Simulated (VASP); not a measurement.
# Se (P3_121) in VASP: single point with PBE0

Aim: the single point of Se with PBE0.

Program: VASP 6.6.1. These are calculated values, not measurements. Logs are shortened: lines on timing, memory, paths and dates and some standing lists are left out, and cuts for length are marked.

## 1. The structure

It takes space group P3_121 (No. 152, trigonal). The conventional cell has a = 4.035 Å, b = 4.035 Å, c = 5.127 Å, α = 90.00°, β = 90.00°, γ = 120.00°. Around Se (site symmetry 2) lie 2 Se at 2.44 Å.

## 2. Single point, PBE0

File POSCAR:

```
Se
1.0
    4.0345900000      0.0000000000      0.0000000000
   -2.0173000000      3.4940600000      0.0000000000
    0.0000000000      0.0000000000      5.1274200000
Se
3
Direct
    0.2495400000      0.0000000000      0.3333300000
    0.0000000000      0.2495400000      0.6666700000
    0.7504600000      0.7504600000      1.0000000000
```

File INCAR.step1:

```
SYSTEM = Se
ALGO = Normal
EDIFF = 1E-5
ENCUT = 520
GGA = PE
ISIF = 2
ISMEAR = 0
LASPH = .TRUE.
LCHARG = .FALSE.
LREAL = .FALSE.
LWAVE = .TRUE.
NBANDS = 16
NELM = 60
PREC = Accurate
SIGMA = 0.02
```

File INCAR.step2:

```
SYSTEM = Se
AEXX = 0.25
ALGO = Normal
EDIFF = 1E-6
ENCUT = 520
GGA = PE
HFRCUT = -1
ISIF = 2
ISMEAR = 0
ISTART = 1
LASPH = .TRUE.
LCHARG = .FALSE.
LHFCALC = .TRUE.
LREAL = .FALSE.
LWAVE = .FALSE.
NBANDS = 16
NELM = 60
PREC = Accurate
PRECFOCK = Fast
SIGMA = 0.02
```

File KPOINTS:

```
k-points
0
G
  6 6 4
  0 0 0
```

Potentials or basis: VASP PAW PBE potentials, release 64 (Se).

Command:

```sh
$ cat potpaw_PBE.64/Se/POTCAR > POTCAR
$ cp INCAR.step1 INCAR
$ mpirun -np 1 vasp_std > vasp.out
$ cp INCAR.step2 INCAR
$ mpirun -np 1 vasp_std > vasp.out
```

OUTCAR:

```text
SYSTEM = Se
   AEXX = 0.25
   EDIFF = 1E-6
   ENCUT = 520
   GGA = PE
   ISIF = 2
   ISMEAR = 0
   ISTART = 1
   LASPH = .TRUE.
   LHFCALC = .TRUE.
   LREAL = .FALSE.
   NELM = 60
   PREC = Accurate
   PRECFOCK = Fast

 ion  position               nearest neighbor table
   1  0.250  0.000  0.333-   3 2.44   2 2.44
   2  0.000  0.250  0.667-   3 2.44   1 2.44
   3  0.750  0.750  0.000-   1 2.44   2 2.44

  LATTYP: Found a hexagonal cell.
 ALAT       =     4.0345900000
 C/A-ratio  =     1.2708651932

  Lattice vectors:

 A1 = (   4.0345900000,   0.0000000000,   0.0000000000)
 A2 = (  -2.0173000000,   3.4940600000,   0.0000000000)
 A3 = (   0.0000000000,   0.0000000000,   5.1274200000)

Analysis of symmetry for initial positions (statically):
=====================================================================
 Subroutine PRICEL returns:
 Original cell was already a primitive cell.

 Routine SETGRP: Setting up the symmetry group for a
 hexagonal supercell.

 Subroutine GETGRP returns: Found  2 space group operations
 (whereof  2 operations were pure point group operations)
 out of a pool of 24 trial point group operations.

The static configuration has the point symmetry C_2 .

Analysis of symmetry for dynamics (positions and initial velocities):
=====================================================================
 Subroutine PRICEL returns:
 Original cell was already a primitive cell.

 Routine SETGRP: Setting up the symmetry group for a
 hexagonal supercell.

 Subroutine GETGRP returns: Found  2 space group operations
 (whereof  2 operations were pure point group operations)
 out of a pool of 24 trial point group operations.

The dynamic configuration has the point symmetry C_2 .

 Subroutine INISYM returns: Found  2 space group operations
 (whereof  2 operations are pure point group operations),
 and found     1 'primitive' translations

----------------------------------------------------------------------------------------

                                     Primitive cell

  volume of cell :      72.2818

  direct lattice vectors                    reciprocal lattice vectors
     4.034590000  0.000000000  0.000000000     0.247856660  0.143100359  0.000000000
    -2.017300000  3.494060000  0.000000000     0.000000000  0.286200008  0.000000000
     0.000000000  0.000000000  5.127420000     0.000000000  0.000000000  0.195029859

  length of vectors
     4.034590000  4.034594722  5.127420000     0.286200343  0.286200008  0.195029859

[... 95 lines left out ...]
   EMIN   =  10.00;   EMAX   =-10.00  energy-range for DOS
   EFERMI =   0.00;   METHOD = LEGACY
   ISMEAR =     0;   SIGMA  =   0.02  broadening in eV -4-tet -1-fermi 0-gaus
   EFERMI_NEDOS =   21; number of points for ismear=-14 and -15
   IALGO  =     38    algorithm
   IMIX   =      1    mixing-type and parameters
     AMIX     =   0.40;   BMIX     =  1.00
     AMIX_MAG =   1.60;   BMIX_MAG =  1.00
  volume/ion in A,a.u.               =      24.09       162.59
  Fermi-wavevector in a.u.,A,eV,Ry     =   1.029966  1.946353 14.433461  1.060829
  Thomas-Fermi vector in A             =   2.164040
   LORBIT       =      0    0 simple, 1 ext, 2 COOP (PROOUT), +10 PAW based schemes
   GGA     = PE    functional components
   LHFCALC =     T    Hartree Fock is set to
   PRECFOCK=fast      Normal, Fast or Accurate (Low or Medium for compatibility)
   ENCUT4O =  -1.0   cutoff for four orbital integrals eV
   NKREDX  =     1    reduce k-point grid by
   NKREDY  =     1    reduce k-point grid by
   NKREDZ  =     1    reduce k-point grid by
   AEXX    =    0.2500 exact exchange contribution
   HFSCREEN=    0.0000 screening length (either q_TF or 0.3 A-1)
   HFSCREENC=   0.0000 screening length for correlation (either q_TF or 0.3 A-1)
   ENCUTFOCK=  -1.0 apply spherical cutoff to Coloumb kernel
   IVDW    =     0    specifies the selected vdW correction
   LEPSILON=     F    determine dielectric tensor
   LRPA    =     F    only Hartree local field effects (RPA)
 non-spin polarized calculation
 Gauss-broadening in eV      SIGMA  =   0.02
  energy-cutoff  :      520.00
  volume of cell :       72.28
 maximum number of plane-waves:      1976
 NGX is ok and might be reduce to    30
  NGX = 18; NGY = 18; NGZ = 24

 number of electron      18.0000001 magnetization

 Free energy of the ion-electron system (eV)
  ---------------------------------------------------
  ext. energy  EPLUGINS =         0.00000000
  ---------------------------------------------------
  free energy    TOTEN  =       -14.54900192 eV

  energy without entropy =      -14.54900192  energy(sigma->0) =      -14.54900192

 E-fermi :   3.2262     XC(G=0):  -7.5351

 val. band max:        3.0944470989   @ k =   0.3333   0.3333   0.5000
 cond. band min:       4.8213720360   @ k =   0.3333   0.3333   0.5000
 fundamental gap:      1.7269249372
 Fermi energy:         3.2261634335

 k-point     1 :       0.0000    0.0000    0.0000
  band No.  band energies     occupation
      1     -14.6211      2.00000
      2     -10.0773      2.00000
      3     -10.0772      2.00000
      4      -0.9439      2.00000
      5      -0.5845      2.00000
      6      -0.5845      2.00000
[... 433 lines left out ...]
      3      -9.5044      2.00000
      4      -3.4734      2.00000
      5      -2.5935      2.00000
      6      -1.3587      2.00000
[... 8 lines left out ...]
     15      14.9563      0.00000
     16      15.3521      0.00000

 [... further k-points ...]

------------------------ aborting loop because EDIFF is reached ----------------------------------------

  FORCE on cell =-STRESS in cart. coord.  units (eV):
  Direction    XX          YY          ZZ          XY          YZ          ZX
  --------------------------------------------------------------------------------------
  -------------------------------------------------------------------------------------
  Total        0.5276134      0.5275505     -0.7080176     -0.0000559     -0.0001209      0.0002094
  in kB       11.6949326     11.6935386    -15.6937227     -0.0012388     -0.0026800      0.0046416
  external PRESSURE =       2.5649162 kB  Pullay stress =       0.0000000 kB

 VOLUME and BASIS-vectors are now :
 -----------------------------------------------------------------------------
  energy-cutoff  :      520.00
  volume of cell :       72.28
      direct lattice vectors                 reciprocal lattice vectors
     4.034590000  0.000000000  0.000000000     0.247856660  0.143100359  0.000000000
    -2.017300000  3.494060000  0.000000000     0.000000000  0.286200008  0.000000000
     0.000000000  0.000000000  5.127420000     0.000000000  0.000000000  0.195029859

 POSITION                                       TOTAL-FORCE (eV/Angst)
 -----------------------------------------------------------------------------------
      1.00679      0.00000      1.70912        -0.683961      0.000016      0.000213
     -0.50340      0.87191      3.41830         0.341995     -0.592320     -0.000213
      1.51390      2.62215      0.00000         0.341966      0.592304      0.000000
 -----------------------------------------------------------------------------------
    total drift:                                0.000001     -0.000004     -0.000000

  FREE ENERGIE OF THE ION-ELECTRON SYSTEM (eV)
  ---------------------------------------------------
  free  energy   TOTEN  =       -14.5490019183 eV

  energy  without entropy=      -14.5490019183  energy(sigma->0) =      -14.54900192
```

OUTCAR.step1:

```text
SYSTEM = Se
   EDIFF = 1E-5
   ENCUT = 520
   GGA = PE
   ISIF = 2
   ISMEAR = 0
[... 684 lines left out ...]
      1.00679      0.00000      1.70912         0.029065      0.000025      0.000210
     -0.50340      0.87191      3.41830        -0.014511      0.025183     -0.000210
      1.51390      2.62215      0.00000        -0.014554     -0.025208      0.000000
 -----------------------------------------------------------------------------------
    total drift:                               -0.000006     -0.000009      0.000000

  FREE ENERGIE OF THE ION-ELECTRON SYSTEM (eV)
  ---------------------------------------------------
  free  energy   TOTEN  =       -10.3997907853 eV

  energy  without entropy=      -10.3997907853  energy(sigma->0) =      -10.39979079
```

OSZICAR.step1:

```text
N       E                     dE             d eps       ncg     rms          rms(c)
DAV:   1     0.772050015789E+02    0.77205E+02   -0.73154E+03  1504   0.946E+02
DAV:   2    -0.590070038064E+01   -0.83106E+02   -0.79044E+02  2032   0.155E+02
DAV:   3    -0.104257324579E+02   -0.45250E+01   -0.45106E+01  1872   0.407E+01
DAV:   4    -0.104529963637E+02   -0.27264E-01   -0.27258E-01  2024   0.375E+00
DAV:   5    -0.104531635600E+02   -0.16720E-03   -0.16719E-03  1888   0.288E-01    0.701E+00
DAV:   6    -0.104122752606E+02    0.40888E-01   -0.28065E-02  1928   0.110E+00    0.432E+00
DAV:   7    -0.104003963836E+02    0.11879E-01   -0.56713E-02  1728   0.153E+00    0.179E-01
DAV:   8    -0.103996890805E+02    0.70730E-03   -0.86077E-03  1648   0.571E-01    0.103E-01
DAV:   9    -0.103997612533E+02   -0.72173E-04   -0.23315E-04  2192   0.102E-01    0.371E-02
DAV:  10    -0.103997891426E+02   -0.27889E-04   -0.35975E-05  1776   0.416E-02    0.672E-03
DAV:  11    -0.103997907853E+02   -0.16427E-05   -0.66486E-06  1520   0.166E-02
   1 F= -.10399791E+02 E0= -.10399791E+02  d E =-.277371E-30
```

Wall time 68 min (1 thread of Intel Xeon Platinum 8259CL at 2.50GHz (Skylake/Cascade Lake), shared host); peak memory 0.24 GiB.

Results:

| Property | Result |
| --- | --- |
| Free energy | -14.5490 eV |
| Pressure | 0.3 GPa |
| Largest force | 0.684 eV/Å |
| Band gap on the k mesh | 1.73 eV, direct |

Forces on the atoms (eV/Å):
```
Se  -0.684  0.000  0.000
Se   0.342 -0.592  0.000
Se   0.342  0.592  0.000
```

Levels at points of the mesh, in eV from the valence-band top:
| k point | band 5 | band 6 | band 7 | band 8 | band 9 | band 10 | band 11 | band 12 | band 13 | band 14 |
| --- | --- | --- | --- | --- | --- | --- | --- | --- | --- | --- |
| (0.00, 0.00, 0.00) | -3.68 | -3.68 | -2.24 | -2.24 | -0.80 | 2.85 | 2.85 | 3.53 | 7.86 | 7.86 |
| (0.50, 0.00, 0.00) | -5.51 | -4.34 | -4.09 | -1.63 | -1.16 | 2.76 | 3.04 | 5.76 | 5.93 | 10.34 |
| (0.50, 0.50, 0.00) | -5.51 | -4.34 | -4.09 | -1.63 | -1.16 | 2.76 | 3.04 | 5.76 | 5.93 | 10.34 |
| (0.00, 0.00, 0.50) | -3.41 | -3.41 | -1.74 | -1.61 | -1.61 | 2.19 | 2.25 | 2.25 | 7.08 | 8.56 |
| (0.50, 0.00, 0.50) | -4.84 | -4.70 | -2.79 | -2.29 | -0.08 | 2.59 | 3.95 | 4.44 | 7.54 | 8.89 |
| (0.50, 0.50, 0.50) | -4.84 | -4.70 | -2.79 | -2.29 | -0.08 | 2.59 | 3.95 | 4.44 | 7.54 | 8.89 |

Caveat: the PAW data sets were made with another functional, which shifts forces and pressure a little. A k mesh can miss the band edges.
